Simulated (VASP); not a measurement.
# H (I4/mmm) in VASP: a series of runs

Runs on H. Level: PBE. Tasks: single point.

Program: VASP 6.6.1. These are calculated values, not measurements. Logs are shortened: lines on timing, memory, paths and dates and some standing lists are left out, and cuts for length are marked.

## (1) The crystal as given

The structure is tetragonal, space group I4/mmm (No. 139). Conventional cell: a = 3.383 Å, b = 3.383 Å, c = 4.117 Å, α = 90.00°, β = 90.00°, γ = 90.00°. H (site symmetry 4mm) is surrounded by 1 H at 0.74 Å.

## (2) Single point, PBE

Input file INCAR:

```
SYSTEM = H
  PREC = Accurate
  ENCUT = 550
  EDIFF = 1E-6
  ISMEAR = 0
  SIGMA = 0.05
  LREAL = .FALSE.
  LASPH = .TRUE.
  NELM = 100
  ALGO = Normal
  ISIF = 2
  LWAVE = .FALSE.
  LCHARG = .FALSE.
  GGA = PE
  ADDGRID = .FALSE.
```

Input file KPOINTS:

```
Automatic mesh
0
G
  4 4 4
  0 0 0
```

Input file POSCAR:

```
H
1.0
   -1.6915344700      1.6915344700      2.0584739900
    1.6915344700     -1.6915344700      2.0584739900
    1.6915344700      1.6915344700     -2.0584739900
H
2
Direct
    0.0961830000      0.0949540000      0.0224580000
    0.9170920000      0.8909110000      0.0100700000
```

Potentials or basis: VASP PAW PBE potentials, release 64 (H).

The run is started by

```bash
cat potpaw_PBE.64/H/POTCAR > POTCAR
mpirun -np 1 vasp_std > vasp.out
```

OUTCAR:

```text
SYSTEM = H
   PREC = Accurate
   ENCUT = 550
   EDIFF = 1E-6
   ISMEAR = 0
   LREAL = .FALSE.
   LASPH = .TRUE.
   NELM = 100
   ISIF = 2
   GGA = PE

 Found     36 irreducible k-points:

 Following reciprocal coordinates:
            Coordinates               Weight
  0.000000  0.000000  0.000000      1.000000
  0.250000  0.000000  0.000000      2.000000
  0.000000  0.250000  0.000000      2.000000
  0.000000  0.250000 -0.250000      2.000000
  0.250000  0.000000 -0.250000      2.000000
  0.500000  0.000000  0.000000      1.000000
   k-points           NKPTS =     36   k-points in BZ     NKDIM =     36   number of bands    NBANDS=      5
   number of dos      NEDOS =    301   number of ions     NIONS =      2
   total plane-waves  NPLWV =  13824
   dimension x,y,z NGX =    24 NGY =   24 NGZ =   24
   dimension x,y,z NGXF=    48 NGYF=   48 NGZF=   48
   ions per type =               2
   NGX,Y,Z   is equivalent  to a cutoff of  12.64, 12.64, 12.64 a.u.
   NGXF,Y,Z  is equivalent  to a cutoff of  25.29, 25.29, 25.29 a.u.
 SYSTEM =  H
   PREC   = accura    normal or accurate (medium, high low for compatibility)
   ISTART =      0    job   : 0-new  1-cont  2-samecut
   ICHARG =      2    charge: 1-file 2-atom 10-const
   ISPIN  =      1    spin polarized calculation?
   LNONCOLLINEAR =      F non collinear calculations
   LSORBIT =      F    spin-orbit coupling
   LASPH  =      T    aspherical Exc in radial PAW
   ENCUT  =  550.0 eV  40.42 Ry    6.36 a.u.   6.03  6.03  6.03*2*pi/ulx,y,z
   NELM   =    100;   NELMIN=  2; NELMDL= -5     # of ELM steps
   EDIFF  = 0.1E-05   stopping-criterion for ELM
   LREAL  =      F    real-space projection
   EDIFFG = 0.1E-04   stopping-criterion for IOM
   NSW    =      0    number of steps for IOM
   IBRION =     -1    ionic relax: 0-MD 1-quasi-New 2-CG
   NFREE  =      0    steps in history (QN), initial steepest desc. (CG)
   ISIF   =      2    stress and relaxation
   ISYM   =      2    0-nonsym 1-usesym 2-fastsym
   POTIM  = 0.5000    time-step for ionic-motion
   TEBEG  =    0.0;   TEEND  =   0.0 temperature during run
   PSTRESS=    0.0 pullay stress
   NELECT =       2.0000    total number of electrons
   NUPDOWN=      -1.0000    fix difference up-down
   EMIN   =  10.00;   EMAX   =-10.00  energy-range for DOS
   EFERMI =   0.00;   METHOD = LEGACY
   ISMEAR =     0;   SIGMA  =   0.05  broadening in eV -4-tet -1-fermi 0-gaus
   EFERMI_NEDOS =   21; number of points for ismear=-14 and -15
   IALGO  =     38    algorithm
   IMIX   =      4    mixing-type and parameters
     AMIX     =   0.40;   BMIX     =  1.00
     AMIX_MAG =   1.60;   BMIX_MAG =  1.00
  volume/ion in A,a.u.               =      11.78        79.49
  Fermi-wavevector in a.u.,A,eV,Ry     =   0.719497  1.359653  7.043413  0.517676
  Thomas-Fermi vector in A             =   1.808708
   LORBIT       =      0    0 simple, 1 ext, 2 COOP (PROOUT), +10 PAW based schemes
   GGA     = PE    functional components
   LHFCALC =     F    Hartree Fock is set to
   AEXX    =    0.0000 exact exchange contribution
   IVDW    =     0    specifies the selected vdW correction
   LEPSILON=     F    determine dielectric tensor
   LRPA    =     F    only Hartree local field effects (RPA)
 non-spin polarized calculation
 Gauss-broadening in eV      SIGMA  =   0.05
  energy-cutoff  :      550.00
  volume of cell :       23.56
 maximum number of plane-waves:       708
   NGX = 11   NGY = 11   NGZ = 11

 number of electron       2.0000000 magnetization

 Free energy of the ion-electron system (eV)
  ---------------------------------------------------
  ext. energy  EPLUGINS =         0.00000000
  ---------------------------------------------------
  free energy    TOTEN  =        -6.77814346 eV

  energy without entropy =       -6.77814346  energy(sigma->0) =       -6.77814346

 E-fermi :  -7.7141     XC(G=0):  -5.3785

 val. band max:       -7.9905303968   @ k =   0.5000   0.5000   0.5000
 cond. band min:       0.5118563967   @ k =   0.0000   0.5000   0.0000
 fundamental gap:      8.5023867935
 Fermi energy:        -7.7140559513

 k-point     1 :       0.0000    0.0000    0.0000
  band No.  band energies     occupation
      1     -10.4351      2.00000
      2       5.5917      0.00000
      3       8.6346      0.00000
      4      15.3809      0.00000
      5      15.3924      0.00000

 k-point     2 :       0.2500    0.0000    0.0000
  band No.  band energies     occupation
      1      -9.7369      2.00000
      2       2.9680      0.00000
      3       9.3484      0.00000
      4      11.4429      0.00000
      5      13.1290      0.00000

 k-point     3 :       0.0000    0.2500    0.0000
  band No.  band energies     occupation
      1      -9.7221      2.00000
      2       2.7980      0.00000
      3       9.4478      0.00000
      4      11.7245      0.00000
      5      13.0784      0.00000

 k-point     4 :       0.0000    0.2500   -0.2500
  band No.  band energies     occupation
      1      -9.7295      2.00000
      2       2.8830      0.00000
      3       9.3989      0.00000
      4      11.5738      0.00000
      5      13.1092      0.00000

 k-point     5 :       0.2500    0.0000   -0.2500
  band No.  band energies     occupation
      1      -9.7439      2.00000
      2       3.0502      0.00000
      3       9.2969      0.00000
      4      11.3312      0.00000
      5      13.1421      0.00000

 k-point     6 :       0.5000    0.0000    0.0000
  band No.  band energies     occupation
      1      -8.8395      2.00000
      2       0.7494      0.00000
      3       8.8765      0.00000
      4      10.2956      0.00000
      5      12.1907      0.00000

 [... further k-points ...]

------------------------ aborting loop because EDIFF is reached ----------------------------------------

  FORCE on cell =-STRESS in cart. coord.  units (eV):
  Direction    XX          YY          ZZ          XY          YZ          ZX
  --------------------------------------------------------------------------------------
  -------------------------------------------------------------------------------------
  Total        0.0376769      0.0410098     -0.3658974      0.0007412      0.0123063     -0.0365789
  in kB        2.5622365      2.7888864    -24.8830041      0.0504085      0.8368936     -2.4875652
  external PRESSURE =      -6.5106271 kB  Pullay stress =       0.0000000 kB

 VOLUME and BASIS-vectors are now :
 -----------------------------------------------------------------------------
  energy-cutoff  :      550.00
  volume of cell :       23.56
      direct lattice vectors                 reciprocal lattice vectors
    -1.691534470  1.691534470  2.058473990     0.000000000  0.295589602  0.242898381
     1.691534470 -1.691534470  2.058473990     0.295589602  0.000000000  0.242898381
     1.691534470  1.691534470 -2.058473990     0.295589602  0.295589602  0.000000000

 POSITION                                       TOTAL-FORCE (eV/Angst)
 -----------------------------------------------------------------------------------
      0.03591      0.04007      0.34722        -0.048251      0.016257     -0.539725
     -0.02725      0.06132      3.70100         0.048251     -0.016257      0.539725
 -----------------------------------------------------------------------------------
    total drift:                                0.000001      0.000001      0.000002

  FREE ENERGIE OF THE ION-ELECTRON SYSTEM (eV)
  ---------------------------------------------------
  free  energy   TOTEN  =        -6.7781434594 eV

  energy  without entropy=       -6.7781434594  energy(sigma->0) =       -6.77814346
```

Wall time 2.3 s (1 thread of Intel Xeon Platinum 8488C (Sapphire Rapids), shared host); peak memory 0.12 GiB.

These settings aren't checked as converged: the numbers below hold their error.

Results:

```yaml
Free_energy: -6.7781 eV
Pressure: -0.7 GPa
Largest_force: 0.542 eV/Å
Band_gap_on_the_k_mesh: 8.50 eV, indirect (least direct gap 9.31 eV)
```

Caveat: the k mesh is coarse (spacing up to 0.66 Å⁻¹), so the values aren't converged.

## (3) Single point, PBE

Changes to INCAR since step 2:

```diff
@@ -2,3 +2,3 @@
   PREC = Accurate
-  ENCUT = 550
+  ENCUT = 400
   EDIFF = 1E-6
```

Input file KPOINTS:

```
Automatic mesh
0
G
  5 5 5
  0 0 0
```

Input file POSCAR:

```
H
1.0
   -1.6915344700      1.6915344700      2.0584739900
    1.6915344700     -1.6915344700      2.0584739900
    1.6915344700      1.6915344700     -2.0584739900
H
2
Direct
    0.0901377100      0.0901377100      0.0000000000
    0.9098622900      0.9098622900      0.0000000000
```

Potentials or basis: VASP PAW PBE potentials, release 64 (H).

The run is started by

```bash
cat potpaw_PBE.64/H/POTCAR > POTCAR
mpirun -np 1 vasp_std > vasp.out
```

Wall time 1.8 s (1 thread of Intel Xeon Platinum 8488C (Sapphire Rapids), shared host); peak memory 0.12 GiB.

These settings aren't checked as converged: the numbers below hold their error.

Results:

```
Free energy            : -6.7692 eV
Pressure               : 0.0 GPa
Largest force          : 0.286 eV/Å
Band gap on the k mesh : 9.48 eV, indirect (least direct gap 10.15 eV)
```

Caveat: the k mesh is coarse (spacing up to 0.53 Å⁻¹), so the values aren't converged; an odd mesh through Γ misses points on the zone boundary, where band edges often lie.

## (4) Single point, PBE

INCAR is that of step 3.

KPOINTS is that of step 3.

Input file POSCAR:

```
H
1.0
   -1.6915344700      1.6915344700      2.0584739900
    1.6915344700     -1.6915344700      2.0584739900
    1.6915344700      1.6915344700     -2.0584739900
H
2
Direct
    0.0961830000      0.0949540000      0.0224580000
    0.9170920000      0.8909110000      0.0100700000
```

The run is started by

```bash
cat potpaw_PBE.64/H/POTCAR > POTCAR
mpirun -np 1 vasp_std > vasp.out
```

It took 2.8 s on 1 thread of Intel Xeon Platinum 8488C (Sapphire Rapids), shared host; peak memory 0.13 GiB.

These settings aren't checked as converged: the numbers below hold their error.

Results:

```
Free energy            : -6.7662 eV
Pressure               : -1.4 GPa
Largest force          : 0.506 eV/Å
Band gap on the k mesh : 9.07 eV, indirect (least direct gap 9.76 eV)
```

Caveat: the k mesh is coarse (spacing up to 0.53 Å⁻¹), so the values aren't converged; an odd mesh through Γ misses points on the zone boundary, where band edges often lie.

## (5) Single point, PBE

Changes to INCAR since step 4:

```diff
@@ -2,3 +2,3 @@
   PREC = Accurate
-  ENCUT = 400
+  ENCUT = 700
   EDIFF = 1E-6
```

Input file KPOINTS:

```
Automatic mesh
0
G
  4 4 4
  0 0 0
```

Input file POSCAR:

```
H
1.0
   -1.6915344700      1.6915344700      2.0584739900
    1.6915344700     -1.6915344700      2.0584739900
    1.6915344700      1.6915344700     -2.0584739900
H
2
Direct
    0.0901377100      0.0901377100      0.0000000000
    0.9098622900      0.9098622900      0.0000000000
```

The run is started by

```bash
cat potpaw_PBE.64/H/POTCAR > POTCAR
mpirun -np 1 vasp_std > vasp.out
```

Run time: 2.3 s. Hardware: 1 thread of Intel Xeon Platinum 8488C (Sapphire Rapids), shared host; peak memory 0.13 GiB.

The run converged, but some of its settings lie outside the range that counts as converged, so its numbers aren't taken as properties of the crystal.

What came out:

| Quantity | Value |
| --- | --- |
| Free energy | -6.7833 eV |
| Pressure | 0.8 GPa |
| Largest force | 0.254 eV/Å |
| Band gap on the k mesh | 8.94 eV, indirect (least direct gap 9.75 eV) |

Caveat: the k mesh is coarse (spacing up to 0.66 Å⁻¹), so the values aren't converged.

## (6) The reference run

An earlier run on the cell as given: functional PBE; potentials or basis VASP PAW PBE potentials, release 64 (H); cutoff 520 eV; k mesh 11 × 11 × 11; occupations fermi-dirac, width 0.05 eV; no spin polarisation.

- Pressure: 0.6 GPa
- Largest force: 0.264 eV/Å
- Band gap on the k mesh: 9.05 eV, indirect (least direct gap 9.84 eV)
